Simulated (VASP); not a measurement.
# GaAs in VASP: notebook, part 2 of 2

VASP 6.6.1. The steps go on from the part before.

**3. Work function, PBEsol**

This run uses another cell than the first one, of 26.83 Å³/atom, 0.633 times its volume.

INCAR

```
PREC = Accurate
ENCUT = 520
EDIFF = 1E-6
ISMEAR = 0
SIGMA = 0.05
LREAL = False
LASPH = True
NELM = 100
ALGO = Fast
ISIF = 2
LWAVE = False
LCHARG = True
LDIPOL = True
IDIPOL = 3
DIPOL = 0.5 0.5 0.500
GGA = PS
LVHAR = True
LVACPOTAV = True
KPAR = 8
```

KPOINTS

```
regular mesh
0
Gamma
  4 6 1
```

POSCAR

```
GaAs
1.0
    5.6537000000      0.0000000000      0.0000000000
    0.0000000000      3.9977696090      0.0000000000
    0.0000000000      0.0000000000     18.9921936294
Ga As
8 8
Direct
    0.5000000000      0.5000000000      0.1316330303
    1.0000000000      1.0000000000      0.2368807359
    0.5000000000      0.5000000000      0.3421284416
    1.0000000000      1.0000000000      0.4473761472
    0.5000000000      0.5000000000      0.5526238528
    1.0000000000      1.0000000000      0.6578715584
    0.5000000000      0.5000000000      0.7631192641
    1.0000000000      1.0000000000      0.8683669697
    0.7500000000      1.0000000000      0.1316330303
    0.2500000000      0.5000000000      0.2368807359
    0.7500000000      1.0000000000      0.3421284416
    0.2500000000      0.5000000000      0.4473761472
    0.7500000000      1.0000000000      0.5526238528
    0.2500000000      0.5000000000      0.6578715584
    0.7500000000      1.0000000000      0.7631192641
    0.2500000000      0.5000000000      0.8683669697
```

Potentials or basis: VASP PAW PBE potentials, release 64 (Ga_d, As).

Run with:

```console
$ cat potpaw_PBE.64/Ga_d/POTCAR potpaw_PBE.64/As/POTCAR > POTCAR
$ mpirun -np 8 vasp_std > vasp.out
```

OUTCAR:

```text
PREC = Accurate
   ENCUT = 520
   EDIFF = 1E-6
   ISMEAR = 0
   LREAL = False
   LASPH = True
   NELM = 100
   ISIF = 2
   GGA = PS

 ion  position               nearest neighbor table
   1  0.500  0.500  0.132-  10 2.45   9 2.45   9 2.45
   2  0.000  0.000  0.237-   9 2.45  10 2.45  10 2.45  11 2.45
   3  0.500  0.500  0.342-  12 2.45  11 2.45  11 2.45  10 2.45
   4  0.000  0.000  0.447-  13 2.45  11 2.45  12 2.45  12 2.45
   5  0.500  0.500  0.553-  12 2.45  14 2.45  13 2.45  13 2.45
   6  0.000  0.000  0.658-  13 2.45  14 2.45  14 2.45  15 2.45
   7  0.500  0.500  0.763-  16 2.45  15 2.45  15 2.45  14 2.45
   8  0.000  0.000  0.868-  15 2.45  16 2.45  16 2.45
   9  0.750  0.000  0.132-   2 2.45   1 2.45   1 2.45
  10  0.250  0.500  0.237-   1 2.45   2 2.45   2 2.45   3 2.45
  11  0.750  0.000  0.342-   4 2.45   3 2.45   3 2.45   2 2.45
  12  0.250  0.500  0.447-   5 2.45   3 2.45   4 2.45   4 2.45
  13  0.750  0.000  0.553-   4 2.45   6 2.45   5 2.45   5 2.45
  14  0.250  0.500  0.658-   5 2.45   6 2.45   6 2.45   7 2.45
  15  0.750  0.000  0.763-   8 2.45   7 2.45   7 2.45   6 2.45
  16  0.250  0.500  0.868-   7 2.45   8 2.45   8 2.45

  LATTYP: Found a simple orthorhombic cell.
 ALAT       =     3.9977696090
 B/A-ratio  =     1.4142135623
 C/A-ratio  =     4.7506973855

  Lattice vectors:

 A1 = (   0.0000000000,  -3.9977696090,   0.0000000000)
 A2 = (   5.6537000000,   0.0000000000,   0.0000000000)
 A3 = (   0.0000000000,   0.0000000000,  18.9921936294)

Analysis of symmetry for initial positions (statically):
=====================================================================
 Subroutine PRICEL returns:
 Original cell was already a primitive cell.

 Routine SETGRP: Setting up the symmetry group for a
 simple orthorhombic supercell.

 Subroutine GETGRP returns: Found  4 space group operations
 (whereof  2 operations were pure point group operations)
 out of a pool of  8 trial point group operations.

The static configuration has the point symmetry C_1h.
 The point group associated with its full space group is C_2v.

Analysis of symmetry for dynamics (positions and initial velocities):
=====================================================================
 Subroutine PRICEL returns:
 Original cell was already a primitive cell.

 Routine SETGRP: Setting up the symmetry group for a
 simple orthorhombic supercell.

 Subroutine GETGRP returns: Found  4 space group operations
 (whereof  2 operations were pure point group operations)
 out of a pool of  8 trial point group operations.

The dynamic configuration has the point symmetry C_1h.
 The point group associated with its full space group is C_2v.

 Subroutine INISYM returns: Found  4 space group operations
 (whereof  2 operations are pure point group operations),
 and found     1 'primitive' translations

----------------------------------------------------------------------------------------

                                     Primitive cell

  volume of cell :     429.2652

  direct lattice vectors                    reciprocal lattice vectors
     5.653700000  0.000000000  0.000000000     0.176875321  0.000000000  0.000000000
[... 79 lines left out ...]
  0.500000  0.333333  0.000000      2.000000
  0.000000  0.500000  0.000000      1.000000
  0.250000  0.500000  0.000000      2.000000
  0.500000  0.500000  0.000000      1.000000
   k-points           NKPTS =     12   k-points in BZ     NKDIM =     12   number of bands    NBANDS=     86
   number of dos      NEDOS =    301   number of ions     NIONS =     16
   total plane-waves  NPLWV = 181440
   dimension x,y,z NGX =    42 NGY =   30 NGZ =  144
   dimension x,y,z NGXF=    84 NGYF=   60 NGZF=  288
   ions per type =               8   8
   NGX,Y,Z   is equivalent  to a cutoff of  12.35, 12.48, 12.60 a.u.
   NGXF,Y,Z  is equivalent  to a cutoff of  24.70, 24.95, 25.21 a.u.
 SYSTEM =  unknown system
   PREC   = accura    normal or accurate (medium, high low for compatibility)
   ISTART =      0    job   : 0-new  1-cont  2-samecut
   ICHARG =      2    charge: 1-file 2-atom 10-const
   ISPIN  =      1    spin polarized calculation?
   LNONCOLLINEAR =      F non collinear calculations
   LSORBIT =      F    spin-orbit coupling
   LASPH  =      T    aspherical Exc in radial PAW
   ENCUT  =  520.0 eV  38.22 Ry    6.18 a.u.  10.51  7.43 35.31*2*pi/ulx,y,z
   NELM   =    100;   NELMIN=  2; NELMDL= -5     # of ELM steps
   EDIFF  = 0.1E-05   stopping-criterion for ELM
   LREAL  =      F    real-space projection
   EDIFFG = 0.1E-04   stopping-criterion for IOM
   NSW    =      0    number of steps for IOM
   IBRION =     -1    ionic relax: 0-MD 1-quasi-New 2-CG
   NFREE  =      0    steps in history (QN), initial steepest desc. (CG)
   ISIF   =      2    stress and relaxation
   ISYM   =      2    0-nonsym 1-usesym 2-fastsym
   POTIM  = 0.5000    time-step for ionic-motion
   TEBEG  =    0.0;   TEEND  =   0.0 temperature during run
   PSTRESS=    0.0 pullay stress
   NELECT =     144.0000    total number of electrons
   NUPDOWN=      -1.0000    fix difference up-down
   EMIN   =  10.00;   EMAX   =-10.00  energy-range for DOS
   EFERMI =   0.00;   METHOD = LEGACY
   ISMEAR =     0;   SIGMA  =   0.05  broadening in eV -4-tet -1-fermi 0-gaus
   EFERMI_NEDOS =   21; number of points for ismear=-14 and -15
   IALGO  =     68    algorithm
   IMIX   =      4    mixing-type and parameters
     AMIX     =   0.40;   BMIX     =  1.00
     AMIX_MAG =   1.60;   BMIX_MAG =  1.00
  volume/ion in A,a.u.               =      26.83       181.05
  Fermi-wavevector in a.u.,A,eV,Ry     =   1.137506  2.149575 17.604856  1.293920
  Thomas-Fermi vector in A             =   2.274211
   LORBIT       =      0    0 simple, 1 ext, 2 COOP (PROOUT), +10 PAW based schemes
   GGA     = PS    functional components
   LHFCALC =     F    Hartree Fock is set to
   AEXX    =    0.0000 exact exchange contribution
   IVDW    =     0    specifies the selected vdW correction
   LEPSILON=     F    determine dielectric tensor
   LRPA    =     F    only Hartree local field effects (RPA)
 non-spin polarized calculation
 RMM-DIIS sequential band-by-band and
 Gauss-broadening in eV      SIGMA  =   0.05
  energy-cutoff  :      520.00
  volume of cell :      429.27
 maximum number of plane-waves:     11585
   NGX = 21   NGY = 15   NGZ = 71

 number of electron     144.0000040 magnetization

 dipolmoment           0.000000      0.000000      0.000000 electrons x Angstroem

 Free energy of the ion-electron system (eV)
  ---------------------------------------------------
  ext. energy  EPLUGINS =         0.00000000
  ---------------------------------------------------
  free energy    TOTEN  =       -69.34175156 eV

  energy without entropy =      -69.34175045  energy(sigma->0) =      -69.34175101

 E-fermi :   2.5324     XC(G=0):  -8.7486

 val. band max:        2.3923944897   @ k =   0.0000   0.0000   0.0000
 cond. band min:       2.6708884670   @ k =   0.0000   0.0000   0.0000
 fundamental gap:      0.2784939773
 Fermi energy:         2.5323565934

 k-point     1 :       0.0000    0.0000    0.0000
  band No.  band energies     occupation
      1     -12.5285      2.00000
      2     -12.5281      2.00000
      3     -12.5153      2.00000
      4     -12.5149      2.00000
      5     -12.5037      2.00000
      6     -12.4879      2.00000
[... 1033 lines left out ...]
     83       6.7198      0.00000
     84       6.8388      0.00000
 [bands above 84 left out]

------------------------ aborting loop because EDIFF is reached ----------------------------------------

  FORCE on cell =-STRESS in cart. coord.  units (eV):
  Direction    XX          YY          ZZ          XY          YZ          ZX
  --------------------------------------------------------------------------------------
  -------------------------------------------------------------------------------------
  Total       -1.5703007     -1.1243283      1.7410817      0.0000000      0.0000000      0.0000000
  in kB       -5.8609466     -4.1964115      6.4983646      0.0000000      0.0000000      0.0000000
  external PRESSURE =      -1.1863311 kB  Pullay stress =       0.0000000 kB

 VOLUME and BASIS-vectors are now :
 -----------------------------------------------------------------------------
  energy-cutoff  :      520.00
  volume of cell :      429.27
      direct lattice vectors                 reciprocal lattice vectors
     5.653700000  0.000000000  0.000000000     0.176875321  0.000000000  0.000000000
     0.000000000  3.997769609  0.000000000     0.000000000  0.250139477  0.000000000
     0.000000000  0.000000000 18.992193629     0.000000000  0.000000000  0.052653212

 POSITION                                       TOTAL-FORCE (eV/Angst)
 -----------------------------------------------------------------------------------
      2.82685      1.99888      2.50000         1.000979      0.000000      1.225017
      0.00000      0.00000      4.49888        -0.313252      0.000000      0.244059
      2.82685      1.99888      6.49777         0.251209      0.000000      0.161017
      0.00000      0.00000      8.49665        -0.027182      0.000000     -0.006016
      2.82685      1.99888     10.49554        -0.027182      0.000000      0.006016
      0.00000      0.00000     12.49442         0.251209      0.000000     -0.161017
[... 8 lines left out ...]
      4.24027      0.00000     14.49331        -0.617053      0.000000      0.513690
      1.41342      1.99888     16.49219        -0.189308      0.000000      1.341178
 -----------------------------------------------------------------------------------
    total drift:                                0.000375      0.000000      0.000000

  FREE ENERGIE OF THE ION-ELECTRON SYSTEM (eV)
  ---------------------------------------------------
  free  energy   TOTEN  =       -69.3417515576 eV

  energy  without entropy=      -69.3417504550  energy(sigma->0) =      -69.34175101
```

It took 4.9 min on 8 MPI ranks of Intel Xeon Platinum 8375C at 2.90GHz (Ice Lake), shared host; peak memory 0.61 GiB.

Results:

```
Free energy            : -69.3418 eV
Largest force          : 1.582 eV/Å
Band gap on the k mesh : 0.28 eV, direct
```

Forces on the atoms (eV/Å):
```
Ga   1.001  0.000  1.225
Ga  -0.313  0.000  0.244
Ga   0.251  0.000  0.161
Ga  -0.027  0.000 -0.006
Ga  -0.027  0.000  0.006
Ga   0.251  0.000 -0.161
Ga  -0.313  0.000 -0.244
Ga   1.001  0.000 -1.225
As  -0.189  0.000 -1.341
As  -0.617  0.000 -0.514
As  -0.032  0.000  0.093
As  -0.073  0.000 -0.098
As  -0.073  0.000  0.098
As  -0.032  0.000 -0.093
As  -0.617  0.000  0.514
As  -0.189  0.000  1.341
```

Caveat: the PAW data sets were made with another functional, which shifts forces and pressure a little.
